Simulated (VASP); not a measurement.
Sb, 2 atoms in the cell. The structure is trigonal, space group R-3m (No. 166). Conventional cell: a = 4.308 Å, b = 4.308 Å, c = 11.274 Å, α = 90.00°, β = 90.00°, γ = 120.00°. Sb (site symmetry 3m) has 3 Sb at 2.91 Å as nearest neighbours. 

| Quantity | Value |
| --- | --- |
| Program | VASP 6.6.1 |
| Task | relaxation of cell and atoms |
| Functional | LDA |
| Potentials or basis | VASP PAW LDA potentials, release 64 (Sb) |
| Cutoff | 600 eV |
| k mesh | 10 × 10 × 10 |
| Occupations | methfessel-paxton, width 0.1 eV |
| Spin | no spin polarisation |
| Target pressure | 1 GPa |
| Further INCAR settings | ALGO = Normal; EDIFF = 1e-06; IBRION = 2; EDIFFG = -0.01; NSW = 90; ISIF = 3 |
| Target pressure | 1 GPa |

Potentials or basis: VASP PAW LDA potentials, release 64 (Sb).

Run with:

```bash
$ cat potpaw_LDA.64/Sb/POTCAR > POTCAR
$ mpirun -np 1 vasp_std > vasp.out
```

Hardware: 1 thread of Intel(R) Xeon(R) 6975P-C (Granite Rapids) (shared host).

Q: How long does it take, and how much memory?

A: It took 93 s on 1 thread of Intel(R) Xeon(R) 6975P-C (Granite Rapids), on a shared host, peak memory 0.22 GiB. Counts: scf iterations 51, k points 116, ion steps 9.
